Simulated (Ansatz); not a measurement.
Response of MnO to small distortions

```
Mn O
1.0
     0.00000    2.21971    2.21971
     2.21971    0.00000    2.21971
     2.21971    2.21971    0.00000
Mn O
1 1
Cartesian
  0.0000 0.0000 0.0000
  2.2197 2.2197 2.2197
```

Atoms are numbered in the order listed.

The cell was built from the rocksalt type and relaxed in the same program, and has space group Fm-3m; it needn't be a known or the stable phase.

Semilocal functionals without U often leave such compounds metallic or with too small a gap, and the real magnetic order may differ.

Other magnetic orders may lie lower; this is the state that the run reached.

These are results of Ansatz 0.2.0, DFT, PBE, all-electron LAPW, scalar-relativistic, not measurements.

Sampling and basis: a Γ-centred 13×13×13 k mesh, Fermi–Dirac smearing of 0.05 eV, basis error target 1 meV/atom, spin-polarised from start moments Mn1 4 μB.

The unchanged cell is at 0.01 GPa.

In a metal, stresses and small energies carry noise from the k mesh.

x, y and z are the Cartesian axes of the cell as listed; fractional coordinates follow a strain, and an engineering shear is twice the off-diagonal strain component.

Task: One change gave: energy change -2 meV/atom; stress change (xx, yy, zz, yz, xz, xy) 0.31, 0.31, 0.83, 0.00, 0.00, 0.00 GPa, compression positive; moment 4.74 → 4.73 μB. Which change was it?
A. z strained by +4 % at fixed volume
B. z strained by +2 % at fixed volume
C. atom 2 (O) moved by (0.0000, 0.0000, 0.0300) Å

Result: A. For z strained by +2 % at fixed volume: energy change under 1 meV/atom; stress change (xx, yy, zz, yz, xz, xy) -0.19, -0.19, 0.68, 0.00, 0.00, 0.00 GPa, compression positive; moment 4.74 → 4.74 μB. For atom 2 (O) moved by (0.0000, 0.0000, 0.0300) Å: energy change under 1 meV/atom; stress change (xx, yy, zz, yz, xz, xy) 0.04, 0.04, 0.20, 0.00, 0.00, 0.00 GPa, compression positive; change of the force on O2 (0.000, 0.000, -0.112) eV/Å; moment 4.74 → 4.75 μB.

Task: What force constant does this one finite step give for O2 along its displacement (all its periodic images move with it)?

Result: k = −ΔF·u/|u|² = 3.73 eV/Å², so the force pulls the atom back.
